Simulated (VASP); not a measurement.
# CuAu (P4/mmm) in VASP: notebook

Runs on CuAu. Level: PBE. Tasks: single point.

Everything below comes from runs of VASP 6.6.1. Logs are shortened: lines on timing, memory, paths and dates and some standing lists are left out, and cuts for length are marked.

## Step 1: Starting point

It takes space group P4/mmm (No. 123, tetragonal). Conventional cell: a = 2.811 Å, b = 2.811 Å, c = 3.685 Å, α = 90.00°, β = 90.00°, γ = 90.00°. Au (site symmetry 4/mmm) has 8 Cu at 2.71 Å and 4 Au at 2.81 Å as nearest neighbours. Cu (site symmetry 4/mmm) is surrounded by 8 Au at 2.71 Å and 4 Cu at 2.81 Å.

## Step 2: Single point, PBE

INCAR reads:

```
SYSTEM = CuAu
ADDGRID  = .FALSE.      
ALGO     = Normal         ! electronic algorithm
EDIFF    = 1E-6           ! SCF threshold, eV
ENCUT    = 460            ! plane-wave cutoff, eV
GGA      = PE             ! functional
ISIF     = 2              ! what is computed and relaxed
ISMEAR   = 1              ! smearing method
LASPH    = .TRUE.         ! aspherical terms in the spheres
LCHARG   = .FALSE.        ! write CHGCAR
LREAL    = .FALSE.        ! projectors in reciprocal space
LWAVE    = .FALSE.        ! write WAVECAR
NBANDS   = 18             ! bands
NELM     = 100            ! most SCF steps
PREC     = Normal         ! precision mode
SIGMA    = 0.2            ! smearing width, eV
```

KPOINTS reads:

```
k-points
0
G
  5 5 4
  0 0 0
```

POSCAR reads:

```
CuAu
1.0
    2.8107494552      0.0000000000      0.0000000000
    0.0000000000      2.8107494552      0.0000000000
    0.0000000000      0.0000000000      3.6850000000
Au Cu
1 1
Direct
    0.0000000000      0.0000000000      0.0000000000
    0.5000000000      0.5000000000      0.5000000000
```

Potentials or basis: VASP PAW PBE potentials, release 64 (Au, Cu).

Started as:

```console
cat potpaw_PBE.64/Au/POTCAR potpaw_PBE.64/Cu/POTCAR > POTCAR
mpirun -np 1 vasp_std > vasp.out
```

OUTCAR:

```text
SYSTEM = CuAu
   EDIFF = 1E-6
   ENCUT = 460
   GGA = PE
   ISIF = 2
   ISMEAR = 1
   LASPH = .TRUE.
   LREAL = .FALSE.
   NELM = 100
   PREC = Normal

 Found     18 irreducible k-points:

 Following reciprocal coordinates:
            Coordinates               Weight
  0.000000  0.000000  0.000000      1.000000
  0.200000  0.000000  0.000000      4.000000
  0.400000  0.000000  0.000000      4.000000
  0.200000  0.200000  0.000000      4.000000
  0.400000  0.200000  0.000000      8.000000
  0.400000  0.400000  0.000000      4.000000
   k-points           NKPTS =     18   k-points in BZ     NKDIM =     18   number of bands    NBANDS=     18
   number of dos      NEDOS =    301   number of ions     NIONS =      2
   total plane-waves  NPLWV =   5120
   dimension x,y,z NGX =    16 NGY =   16 NGZ =   20
   dimension x,y,z NGXF=    32 NGYF=   32 NGZF=   40
   ions per type =               1   1
   NGX,Y,Z   is equivalent  to a cutoff of   9.46,  9.46,  9.02 a.u.
   NGXF,Y,Z  is equivalent  to a cutoff of  18.93, 18.93, 18.05 a.u.
 SYSTEM =  CuAu
   PREC   = normal    normal or accurate (medium, high low for compatibility)
   ISTART =      0    job   : 0-new  1-cont  2-samecut
   ICHARG =      2    charge: 1-file 2-atom 10-const
   ISPIN  =      1    spin polarized calculation?
   LNONCOLLINEAR =      F non collinear calculations
   LSORBIT =      F    spin-orbit coupling
   LASPH  =      T    aspherical Exc in radial PAW
   ENCUT  =  460.0 eV  33.81 Ry    5.81 a.u.   4.92  4.92  6.44*2*pi/ulx,y,z
   NELM   =    100;   NELMIN=  2; NELMDL= -5     # of ELM steps
   EDIFF  = 0.1E-05   stopping-criterion for ELM
   LREAL  =      F    real-space projection
   EDIFFG = 0.1E-04   stopping-criterion for IOM
   NSW    =      0    number of steps for IOM
   IBRION =     -1    ionic relax: 0-MD 1-quasi-New 2-CG
   NFREE  =      0    steps in history (QN), initial steepest desc. (CG)
   ISIF   =      2    stress and relaxation
   ISYM   =      2    0-nonsym 1-usesym 2-fastsym
   POTIM  = 0.5000    time-step for ionic-motion
   TEBEG  =    0.0;   TEEND  =   0.0 temperature during run
   PSTRESS=    0.0 pullay stress
   NELECT =      22.0000    total number of electrons
   NUPDOWN=      -1.0000    fix difference up-down
   EMIN   =  10.00;   EMAX   =-10.00  energy-range for DOS
   EFERMI =   0.00;   METHOD = LEGACY
   ISMEAR =     1;   SIGMA  =   0.20  broadening in eV -4-tet -1-fermi 0-gaus
   EFERMI_NEDOS =   21; number of points for ismear=-14 and -15
   IALGO  =     38    algorithm
   IMIX   =      4    mixing-type and parameters
     AMIX     =   0.40;   BMIX     =  1.00
     AMIX_MAG =   1.60;   BMIX_MAG =  1.00
  volume/ion in A,a.u.               =      14.56        98.23
  Fermi-wavevector in a.u.,A,eV,Ry     =   1.491152  2.817868 30.253005  2.223533
  Thomas-Fermi vector in A             =   2.603843
   LORBIT       =      0    0 simple, 1 ext, 2 COOP (PROOUT), +10 PAW based schemes
   GGA     = PE    functional components
   LHFCALC =     F    Hartree Fock is set to
   AEXX    =    0.0000 exact exchange contribution
   IVDW    =     0    specifies the selected vdW correction
   LEPSILON=     F    determine dielectric tensor
   LRPA    =     F    only Hartree local field effects (RPA)
 non-spin polarized calculation
 Methfessel and Paxton  Order N= 1 SIGMA  =   0.20
  energy-cutoff  :      460.00
  volume of cell :       29.11
 maximum number of plane-waves:       667
   NGX =  9   NGY =  9   NGZ = 13

 number of electron      21.9999964 magnetization

 Free energy of the ion-electron system (eV)
  ---------------------------------------------------
  ext. energy  EPLUGINS =         0.00000000
  ---------------------------------------------------
  free energy    TOTEN  =        -7.14914894 eV

  energy without entropy =       -7.14728369  energy(sigma->0) =       -7.14852719

 E-fermi :   9.0700     XC(G=0): -12.6627

 val. band max:        9.0308703290   @ k =   0.4000   0.2000   0.5000
 cond. band min:       9.3161511274   @ k =   0.4000   0.4000   0.2500
 fundamental gap:      0.2852807985
 Fermi energy:         9.0699678994

 k-point     1 :       0.0000    0.0000    0.0000
  band No.  band energies     occupation
      1      -1.0315      2.00000
      2       2.1621      2.00000
      3       2.2903      2.00000
      4       4.6788      2.00000
      5       4.6788      2.00000
      6       5.7545      2.00000
      7       5.8830      2.00000
      8       6.5826      2.00000
      9       7.0239      2.00000
     10       7.2530      2.00000
     11       7.2530      2.00000
     12      10.8373     -0.00000
     13      16.7561      0.00000
     14      18.7579      0.00000
     15      18.7579      0.00000
     16      25.4464      0.00000
     17      25.5525      0.00000
     18      26.1422      0.00000

 k-point     2 :       0.2000    0.0000    0.0000
  band No.  band energies     occupation
      1      -0.1483      2.00000
      2       2.4873      2.00000
      3       2.9117      2.00000
      4       4.1615      2.00000
      5       4.8869      2.00000
      6       5.3897      2.00000
      7       5.9730      2.00000
      8       6.3810      2.00000
      9       6.5981      2.00000
     10       6.7072      2.00000
     11       7.0660      2.00000
     12      12.9462     -0.00000
     13      14.3272      0.00000
     14      17.2690      0.00000
     15      20.2499      0.00000
     16      24.1155      0.00000
     17      25.7226      0.00000
     18      27.5644      0.00000

 k-point     3 :       0.4000    0.0000    0.0000
  band No.  band energies     occupation
      1       1.6756      2.00000
      2       3.1421      2.00000
      3       3.3416      2.00000
      4       4.1128      2.00000
      5       4.7810      2.00000
      6       5.3484      2.00000
      7       5.7651      2.00000
      8       5.8055      2.00000
      9       6.3551      2.00000
     10       6.6379      2.00000
     11       7.2398      2.00000
     12       9.8324     -0.00000
     13      16.7506      0.00000
     14      17.7496      0.00000
     15      20.9607      0.00000
     16      21.6817      0.00000
     17      23.8388      0.00000
     18      25.2598      0.00000

 k-point     4 :       0.2000    0.2000    0.0000
  band No.  band energies     occupation
      1       0.7002      2.00000
      2       3.0612      2.00000
      3       3.1923      2.00000
      4       4.0155      2.00000
      5       4.3325      2.00000
      6       4.8924      2.00000
      7       6.1706      2.00000
      8       6.1990      2.00000
      9       6.4902      2.00000
     10       6.6649      2.00000
     11       7.2862      2.00000
     12      14.3637      0.00000
     13      15.3268      0.00000
     14      15.3378      0.00000
     15      18.0756      0.00000
     16      25.9930      0.00000
     17      26.0251      0.00000
     18      26.5595      0.00000

 k-point     5 :       0.4000    0.2000    0.0000
  band No.  band energies     occupation
      1       2.3245      2.00000
      2       3.2282      2.00000
      3       3.2377      2.00000
      4       3.7115      2.00000
      5       4.1028      2.00000
      6       5.4072      2.00000
      7       6.3612      2.00000
      8       6.5022      2.00000
      9       6.5405      2.00000
     10       7.0358      2.00000
     11       7.1867      2.00000
     12      10.4721     -0.00000
     13      17.4311      0.00000
     14      17.5929      0.00000
     15      19.0318      0.00000
     16      21.5647      0.00000
     17      21.6596      0.00000
     18      22.9660      0.00000

 k-point     6 :       0.4000    0.4000    0.0000
  band No.  band energies     occupation
      1       1.9115      2.00000
      2       3.0704      2.00000
      3       3.1027      2.00000
      4       3.1043      2.00000
      5       5.9663      2.00000
      6       6.7381      2.00000
      7       6.9130      2.00000
      8       6.9596      2.00000
      9       7.0857      2.00000
     10       7.3394      2.00000
     11       7.4400      2.00000
     12      10.7462     -0.00000
     13      14.5785      0.00000
     14      17.5338      0.00000
     15      18.8193      0.00000
     16      19.6932      0.00000
     17      21.1657      0.00000
     18      21.6666      0.00000

 [... further k-points ...]

------------------------ aborting loop because EDIFF is reached ----------------------------------------

  FORCE on cell =-STRESS in cart. coord.  units (eV):
  Direction    XX          YY          ZZ          XY          YZ          ZX
  --------------------------------------------------------------------------------------
  -------------------------------------------------------------------------------------
  Total        0.7694217      0.7694217      0.6266737      0.0000000      0.0000000      0.0000000
  in kB       42.3441329     42.3441329     34.4881817      0.0000000      0.0000000      0.0000000
  external PRESSURE =      39.7254825 kB  Pullay stress =       0.0000000 kB

 VOLUME and BASIS-vectors are now :
 -----------------------------------------------------------------------------
  energy-cutoff  :      460.00
  volume of cell :       29.11
      direct lattice vectors                 reciprocal lattice vectors
     2.810749455  0.000000000  0.000000000     0.355776997  0.000000000  0.000000000
     0.000000000  2.810749455  0.000000000     0.000000000  0.355776997  0.000000000
     0.000000000  0.000000000  3.685000000     0.000000000  0.000000000  0.271370421

 POSITION                                       TOTAL-FORCE (eV/Angst)
 -----------------------------------------------------------------------------------
      0.00000      0.00000      0.00000         0.000000      0.000000      0.000000
      1.40537      1.40537      1.84250         0.000000      0.000000      0.000000
 -----------------------------------------------------------------------------------
    total drift:                                0.000000      0.000000      0.000000

  FREE ENERGIE OF THE ION-ELECTRON SYSTEM (eV)
  ---------------------------------------------------
  free  energy   TOTEN  =        -7.1491489372 eV

  energy  without entropy=       -7.1472836929  energy(sigma->0) =       -7.14852719
```

It took 7 s on 1 thread of Intel Xeon Platinum 8375C at 2.90GHz (Ice Lake), shared host; peak memory 0.12 GiB.

The run converged, but some of its settings lie outside the range that counts as converged, so its numbers aren't taken as properties of the crystal.

Results:

```yaml
Free_energy: -7.1491 eV
Pressure: 4.0 GPa
Band_gap_on_the_k_mesh: none (metal or under the smearing width)
```

Caveat: the k mesh is coarse (spacing up to 0.45 Å⁻¹), so the values aren't converged.

## Step 3: Single point, PBE

INCAR is that of step 2.

KPOINTS is that of step 2.

POSCAR reads:

```
CuAu
1.0
    2.8107494552      0.0000000000      0.0000000000
    0.0000000000      2.8107494552      0.0000000000
    0.0000000000      0.0000000000      3.6850000000
Au Cu
1 1
Direct
    0.0257070000      0.0114430000     -0.0258500000
    0.4994280000      0.4658820000      0.5068750000
```

Potentials or basis: VASP PAW PBE potentials, release 64 (Au, Cu).

Started as:

```console
cat potpaw_PBE.64/Au/POTCAR potpaw_PBE.64/Cu/POTCAR > POTCAR
mpirun -np 1 vasp_std > vasp.out
```

Wall time 9.7 s (1 thread of Intel Xeon Platinum 8375C at 2.90GHz (Ice Lake), shared host); peak memory 0.13 GiB.

These settings aren't checked as converged: the numbers below hold their error.

What came out:

| Item | Value |
| --- | --- |
| Free energy | -7.0552 eV |
| Pressure | 6.2 GPa |
| Largest force | 1.084 eV/Å |
| Band gap on the k mesh | none (metal or under the smearing width) |

Caveat: the k mesh is coarse (spacing up to 0.45 Å⁻¹), so the values aren't converged.

## Step 4: The reference run

An earlier run on the cell as given: functional PBEsol; potentials or basis VASP PAW PBE potentials, release 64 (Au, Cu); cutoff 520 eV; k mesh 9 × 9 × 7; occupations fermi-dirac, width 0.05 eV; no spin polarisation.

* Pressure: -3.9 GPa
* Band gap on the k mesh: none (metal or under the smearing width)
